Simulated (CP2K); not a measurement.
Runs of CP2K 2026.2 on CdSe. It takes space group F-43m (No. 216, cubic). The conventional cell has a = 6.141 Å, b = 6.141 Å, c = 6.141 Å, α = 90.00°, β = 90.00°, γ = 90.00°. Around Cd (site symmetry -43m) lie 4 Se at 2.66 Å. Se (site symmetry -43m) is surrounded by 4 Cd at 2.66 Å. Measurements of this composition are mostly on another form, of space group No. 186.

| task | level | potentials or basis | smearing | EPS_DEFAULT | NGRIDS | points a segment of the path (NPOINTS) | bands added on the path | CUTOFF of the grids | gap on the mesh (eV) | pressure (GPa) | V0 of scaled cells (Å³/atom) | B0 (GPa) |
| --- | --- | --- | --- | --- | --- | --- | --- | --- | --- | --- | --- | --- |
| band structure | r2SCAN | POTENTIAL_UZH Cd GTH-SCAN-q12, Se GTH-SCAN-q6; TZVP-MOLOPT-SCAN-GTH basis | fermi-dirac 0.1 eV | 1.0E-9 | 4 | 10 | 6 | 675 Ry | 0.93 | -0.1 | - | - |
| band structure | r2SCAN | POTENTIAL_UZH Cd GTH-PBE-q12, Se GTH-PBE-q6; TZVP-MOLOPT-PBE-GTH basis | fermi-dirac 0.05 eV | 1.0E-9 | 4 | 6 | 4 | 675 Ry | 0.68 | -0.7 | - | - |
| single point | PBEsol | POTENTIAL_UZH Cd GTH-PBE-q12, Se GTH-PBE-q6; TZVP-MOLOPT-PBE-GTH basis | fermi-dirac 0.05 eV | 1.0E-10 | 4 | - | - | 450 Ry | 0.39 | -0.4 | - | - |
| equation of state | r2SCAN | POTENTIAL_UZH Cd GTH-SCAN-q12, Se GTH-SCAN-q6; TZVP-MOLOPT-SCAN-GTH basis | fermi-dirac 0.0259 eV | 1.0E-10 | 5 | - | - | 675 Ry | - | - | (a) | 53 |
| equation of state | LDA | GTH_POTENTIALS Cd GTH-PADE-q12, Se GTH-PADE-q6; TZVP-MOLOPT-PBE-GTH basis | fermi-dirac 0.1 eV | 1.0E-9 | 4 | - | - | 450 Ry | - | - | (b) | (c) |
| band structure | PBE | POTENTIAL_UZH Cd GTH-PBE-q12, Se GTH-PBE-q6; TZVP-MOLOPT-PBE-GTH basis | fermi-dirac 0.01 eV | 1.0E-9 | 4 | 10 | 6 | 450 Ry | 0.55 | 1.8 | - | - |
| atomic charges | TASK | POTENTIAL_UZH Cd GTH-PBE-q12, Se GTH-PBE-q6; TZVP-MOLOPT-PBE-GTH basis | fermi-dirac 0.05 eV | 1.0E-9 | 5 | - | - | 675 Ry | 0.96 | 0.7 | - | - |
| equation of state | PBEsol | POTENTIAL_UZH Cd GTH-PBE-q12, Se GTH-PBE-q6; TZVP-MOLOPT-PBE-GTH basis | fermi-dirac 0.05 eV | 1.0E-10 | 4 | - | - | 450 Ry | - | - | 28.69 | 52 |
| atomic charges | optB88-vdW | POTENTIAL_UZH Cd GTH-PBE-q12, Se GTH-PBE-q6; TZVP-MOLOPT-PBE-GTH basis | fermi-dirac 0.05 eV | 1.0E-9 | 5 | - | - | 675 Ry | 0.47 | (d) | - | - |
| band structure | PBEsol | POTENTIAL_UZH Cd GTH-PBE-q12, Se GTH-PBE-q6; TZVP-MOLOPT-PBE-GTH basis | fermi-dirac 0.01 eV | 1.0E-9 | 5 | 10 | 6 | 450 Ry | 0.39 | -0.4 | - | - |
| equation of state | PBE | POTENTIAL_UZH Cd GTH-PBE-q12, Se GTH-PBE-q6; TZVP-MOLOPT-PBE-GTH basis | fermi-dirac 0.05 eV | 1.0E-10 | 4 | - | - | 450 Ry | - | - | 30.00 | 45 |
| band structure | RPBE | POTENTIAL_UZH Cd GTH-PBE-q12, Se GTH-PBE-q6; TZVP-MOLOPT-PBE-GTH basis | fermi-dirac 0.05 eV | 1.0E-9 | 4 | 6 | 4 | 675 Ry | 0.70 | 3.2 | - | - |

Alike in all rows: no spin polarisation; cell as given; k mesh 8 × 8 × 8.

Q: Fill in the values left out.

A: (a) 28.88; (b) 27.39; (c) 58; (d) 1.7.

Caveats: the basis of atomic orbitals isn't converged, which shifts pressures, moduli and gaps; the potentials were made for another functional, which shifts forces and pressure (some runs).

A k mesh can miss the band edges, and the runs leave out spin-orbit coupling on Cd, Se.

Not every run made on this cell is shown here.
